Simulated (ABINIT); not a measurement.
# GaP (F-43m): G0W0 with ABINIT, start to end, part 3 of 3

Wanted: ground state, empty states, screening and self-energy for GaP (F-43m).

ABINIT 10.8.3; PBE and many-body steps on it, plane waves. Known limits of the many-body steps: not at the basis limit; no spin-orbit coupling.

So far. Step 4 (Empty states on the mesh, 6×6×6 mesh, 130 bands): On this mesh the gap is 1.652 eV. Step 5 (Screening, 6×6×6 mesh, 122 bands, screening to 179.6 eV): Local fields lower ε∞ by 9 %.

### 6. Self-energy, 6×6×6 mesh, 122 bands, screening to 179.6 eV

The self-energy is evaluated for the states that the input lists, and the levels follow from it, in one-shot runs by the linearised quasiparticle equation.

This step: G0W0 on PBE, plane waves, norm-conserving pseudopotentials.

Input file run.abi:

```
acell 3*1.0 Angstrom
rprim 
  0.000000000000 2.725250000000 2.725250000000
  2.725250000000 0.000000000000 2.725250000000
  2.725250000000 2.725250000000 0.000000000000
ntypat 2
znucl 31 15
natom 2
typat 1 2
xred 
  0.000000000000 0.000000000000 0.000000000000
  0.250000000000 0.250000000000 0.250000000000
pp_dirpath "pseudos"
pseudos "Ga.upf, P.upf"
ecut 45
ngkpt 6 6 6
nshiftk 1
shiftk 0 0 0
kptopt 1
chksymbreak 0
istwfk *1
occopt 1
irdwfk 1
optdriver 4
nband 122
gwcalctyp 0
ecutsigx 45
symsigma 1
nkptgw 2
kptgw 
  0.0000000000 0.0000000000 0.0000000000
  0.5000000000 0.5000000000 0.0000000000
bdgw 
  11 17
  12 15
ecuteps 6.6
irdscr 1
ppmodel 1
indata_prefix "in"
outdata_prefix "out"
tmpdata_prefix "tmp"
```

Command:

```console
$ OMP_NUM_THREADS=1 mpirun -n 4 abinit run.abi > log
```

Numbers of over 12 decimals in the logs are rounded to 6 here.

The log of the run:

```text
.Version 10.8.3 of ABINIT. v10.8.2 released Aug 2026.

 Symmetries : space group F-4 3 m (#216); Bravais cF (face-center cubic)
[... echo of the input left out ...]
== DATASET  1 ==================================================================
-   mpi_nproc: 4, omp_nthreads: 1 (-1 if OMP is not activated)

--- !DatasetInfo
iteration_state: {dtset: 1, }
dimensions: {natom: 2, nkpt: 16, mband: 122, nsppol: 1, nspinor: 1, nspden: 1, mpw: 3954, }
cutoff_energies: {ecut:  45.0, pawecutdg:  -1.0, }
electrons: {nelect:   2.60000000E+01, charge:   0.00000000E+00, occopt:   1.00000000E+00, tsmear:   1.00000000E-02, }

 SIGMA: Calculation of the GW corrections

 Based on a program developped by R.W. Godby, V. Olevano, G. Onida, and L. Reining.
 Incorporated in ABINIT by V. Olevano, G.-M. Rignanese, and M. Torrent.
.Using double precision arithmetic ; gwpc =  8

[... cell and pseudopotentials left out ...]
--------------------------------------------------------------------------------

 ==== K-mesh for the wavefunctions ====
 Number of points in the irreducible wedge :    16
[... list of points left out ...]
 Together with 24 symmetry operations and time-reversal symmetry
 yields   216 points in the full Brillouin Zone.

 ==== Q-mesh for screening function ====
 Number of points in the irreducible wedge :    16
[... list of points left out ...]
 Together with 24 symmetry operations and time-reversal symmetry
 yields   216 points in the full Brillouin Zone.

 vcoul_init : cutoff-mode = AUXILIARY_FUNCTION
 q-points for optical limit:   1
     1)      0.000010    0.000020    0.000030
 setmesh: FFT mesh size selected  =    45x   45x   45
          total number of points  =        91125

 Number of electrons calculated from density =   26.0000; Expected =   26.0000
 average of density, n =  0.095176
 r_s =    1.3587
 omega_plasma =   29.7591 [eV]

 === KS Band Gaps ===
  >>>> For spin  1
   Minimum direct gap =   1.8094 [eV], located at k-point      :   0.0000  0.0000  0.0000
   Fundamental gap    =   1.6525 [eV], Top of valence bands at :   0.0000  0.0000  0.0000
                                       Bottom of conduction at :   0.5000  0.5000  0.0000
 SIGMA fundamental parameters:
 PLASMON POLE MODEL  1
 number of plane-waves for SigmaX                 3839
 number of plane-waves for SigmaC and W            229
 number of plane-waves for wavefunctions          3839
 number of bands                                   122
 number of independent spin polarizations            1
 number of spinorial components                      1
 number of k-points in IBZ                          16
 number of q-points in IBZ                          16
 number of symmetry operations                      24
 number of k-points in BZ                          216
 number of q-points in BZ                          216
 number of frequencies for dSigma/dE                 9
 frequency step for dSigma/dE [eV]                0.25
 number of omega for Sigma on real axis              0
 max omega for Sigma on real axis  [eV]           0.00
 zcut for avoiding poles [eV]                     0.10

 EPSILON^-1 parameters (SCR file):
 dimension of the eps^-1 matrix on file            229
 dimension of the eps^-1 matrix used               229
 number of plane-waves for wavefunctions          3839
 number of bands                                   122
 number of q-points in IBZ                          16
 number of frequencies                               2
 number of real frequencies                          1
 number of imag frequencies                          1

 matrix elements of self-energy operator (all in [eV])

 Perturbative Calculation

--- !SelfEnergy_ee
iteration_state: {dtset: 1, }
kpoint     : [   0.000,    0.000,    0.000, ]
spin       : 1
KS_gap     :    1.809
QP_gap     :    2.665
Delta_QP_KS:    0.855
data: !SigmaeeData |
     Band     E0 <VxcDFT>   SigX SigC(E0)      Z dSigC/dE  Sig(E)    E-E0       E
       11   5.227 -13.273 -15.080   0.929   0.782  -0.278 -13.960  -0.687   4.540
       12   5.227 -13.273 -15.080   0.929   0.782  -0.278 -13.960  -0.687   4.540
       13   5.227 -13.273 -15.080   0.929   0.782  -0.278 -13.960  -0.687   4.540
       14   7.037 -12.711  -8.396  -4.102   0.791  -0.265 -12.542   0.168   7.205
       15   9.112 -11.370  -6.831  -4.255   0.795  -0.259 -11.144   0.225   9.337
       16   9.112 -11.370  -6.831  -4.255   0.795  -0.259 -11.144   0.225   9.337
       17   9.112 -11.370  -6.831  -4.255   0.795  -0.259 -11.144   0.225   9.337

--- !SelfEnergy_ee
iteration_state: {dtset: 1, }
kpoint     : [   0.500,    0.500,    0.000, ]
spin       : 1
KS_gap     :    4.338
QP_gap     :    5.065
Delta_QP_KS:    0.727
data: !SigmaeeData |
     Band     E0 <VxcDFT>   SigX SigC(E0)      Z dSigC/dE  Sig(E)    E-E0       E
       12   2.542 -11.789 -14.692   1.868   0.773  -0.294 -12.589  -0.801   1.742
       13   2.542 -11.789 -14.692   1.868   0.773  -0.294 -12.589  -0.801   1.742
       14   6.880  -9.803  -6.071  -3.823   0.807  -0.239  -9.877  -0.073   6.806
       15   7.048 -10.975  -7.063  -3.848   0.801  -0.249 -10.924   0.051   7.099

== END DATASET(S) ==============================================================
================================================================================

 -outvars: echo values of variables after computation  --------
           etotal      0.0000000000E+00
            nband         122
             nkpt          16
          spgroup         216
 [... the other variables as echoed above ...]

 Calculation completed.
```

It took 24 s on 4 MPI ranks of Arm Neoverse V1, shared host; peak memory 1.7 GiB; 94 s of CPU time.

This step gave:

```
G0W0 gap on the points computed              : 2.266 eV
starting gap on the mesh                     : 1.652 eV
k of the valence top                         : 0, 0, 0
k of the conduction bottom                   : 0.5, 0.5, 0
Z at the valence top                         : 0.782
Z at the conduction bottom                   : 0.807
least direct G0W0 gap on the computed points : 2.665 eV
```

The gap on the mesh goes from 1.65 eV to 2.27 eV, a correction of +0.61 eV.

Limits: finite bands, cutoff and mesh; no spin-orbit coupling. v1 is the top filled band, c1 the lowest empty one. Levels before and after the correction, in eV, zero at the valence-band top of each column:

|  | conduction bottom | valence top |
| --- | --- | --- |
| Kohn-Sham | 1.65 | 0.00 |
| G0W0 | 2.27 | 0.00 |

|  | level | energy (eV) |
| --- | --- | --- |
| Kohn-Sham | Γ v3-v1 | 0.000 |
| Kohn-Sham | Γ c1 | 1.809 |
| Kohn-Sham | Γ c2-c4 | 3.885 |
| Kohn-Sham | (0.5 0.5 0) v2-v1 | -2.685 |
| Kohn-Sham | (0.5 0.5 0) c1 | 1.652 |
| Kohn-Sham | (0.5 0.5 0) c2 | 1.820 |
| G0W0 | Γ v3-v1 | 0.000 |
| G0W0 | Γ c1 | 2.665 |
| G0W0 | Γ c2-c4 | 4.797 |
| G0W0 | (0.5 0.5 0) v2-v1 | -2.798 |
| G0W0 | (0.5 0.5 0) c1 | 2.266 |
| G0W0 | (0.5 0.5 0) c2 | 2.559 |

### 7. Where the time went

Times are wall times on 4 MPI ranks of Arm Neoverse V1, shared host, good to a factor of about two.

| step | time | share | memory (GiB) |
| --- | --- | --- | --- |
| ground state | 16 s | 3 % | 0.32 |
| bands along the symmetry lines | 22 s | 4 % | 0.31 |
| empty states on the mesh | 3.1 min | 37 % | 3.6 |
| screening | 4.3 min | 51 % | 1.9 |
| self-energy | 24 s | 5 % | 1.7 |

### 8. Results

```yaml
pbe_gap: 1.59 eV, indirect
g0w0_gap_on_the_mesh: 2.27 eV
g0w0_gap_over_the_zone_rigid_shift: 2.21 eV
gw_settings: 6×6×6 mesh, 122 bands, screening to 179.6 eV, Godby-Needs plasmon pole
known_limits: not at the basis limit; no spin-orbit coupling
```

In words: G0W0 moves the gap on the mesh from 1.65 eV to 2.27 eV (+0.61 eV), with Z of 0.78 and 0.81 at the edges. The mesh misses the band edges by 0.06 eV in all; a rigid shift gives 2.21 eV for the zone. Local fields lower the RPA ε∞ on this mesh from 13.45 to 12.23. Only 2 of the mesh's irreducible points were corrected, so a valley elsewhere could overtake. Against experiment, by G0W0@PBE: the gap of 2.21 eV lies −0.04 eV from the measured 2.25 ± 0.04 eV (indirect, 300 K, on Si, 2020). The calculation has static nuclei and no excitons; a measured gap holds zero-point and thermal motion, which mostly lowers it. Bands and cutoff are finite, so the gap is not at the basis limit. The miss can reach some tenths of an eV and take either sign; the mesh is an error of its own. In the G0W0 run levels were corrected at 2 k points alone, so a gap called «on the mesh» is the least over those, and an edge elsewhere would be missed. A denser mesh or path gives a starting gap of 1.59 eV: the GW mesh misses a band edge, so its gaps are not the fundamental one. The many-body steps are scalar-relativistic: spin-orbit coupling is not in them.

[Paths, hosts, dates, memory and timing lines, banners, echoed tables and standing remarks are left out of the program output.]

[Logs are printed without paths, hosts, clocks, repeated set-up lines and the standing remarks that a program may print on its own settings, such as how far it seeks lower states.]

[Runs of the session that timed out or met a known fault of the program may be left out.]

[Hosts, paths, dates, database ids (printed as entryN), source tags and the programs' standing remarks are cut or masked in the printed files.]

[G0W0 gaps are taken among the corrected bands and points alone; a level outside them can change the order at an edge.]

[Where Ansatz stands beside ABINIT at settings called matched, ABINIT's density can come from a denser mesh and the files from another edition; pairs whose starting gaps differed by over 0.03 eV were left out, so agreement reads better than it is.]
